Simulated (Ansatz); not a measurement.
Ionic part of the dielectric constant of HfO2 at 50 GPa, mode by mode

Method: DFT PBEsol, scalar-relativistic, plane waves, PAW (Ansatz). Settings: 420 eV plane-wave cutoff, Γ-centred 8×8×8 mesh, fixed occupations. No spin polarisation. Phonons by linear response, acoustic sum rule imposed.

It takes space group Fm-3m (No. 225, cubic). The conventional cell has a = 4.813 Å, b = 4.813 Å, c = 4.813 Å, α = 90.00°, β = 90.00°, γ = 90.00°. Hf (site symmetry m-3m) has 8 O at 2.08 Å as nearest neighbours. O (site symmetry -43m) has 4 Hf at 2.08 Å as nearest neighbours.

Spin–orbit coupling is left out, which matters for heavy elements. Other phases may be more stable at this pressure.

The primitive cell has V = 27.87 Å³ and ε∞,yy = 5.390. Each polar mode adds Δε = (4.92064×10⁷/V)·S/ν² along y, with S its oscillator strength in e²/amu, ν in cm⁻¹ and V in Å³.

Problem. From these modes, find each Δε and ε0,yy.
```csv
ν (cm⁻¹),S_yy (e²/amu)
373.1,1.175
```

Solution.
```
ν (cm⁻¹)     Δε
   373.1  14.90
```

The sum is 14.897, so ε0,yy = 20.29; the run's tensor has 20.29.

Problem. Where do the longitudinal modes lie for a wave vector along y?

Solution. At 724 cm⁻¹. The Lyddane–Sachs–Teller product Π(ν_LO/ν_TO)² = 3.76 matches ε0/ε∞ = 3.76.

This fluorite-type form isn't the usual stable structure of the compound at low pressure.

Cost: 1 run of about 1.1 core-minutes, on Intel Xeon Platinum 8259CL (Skylake/Cascade Lake) (shared hosts).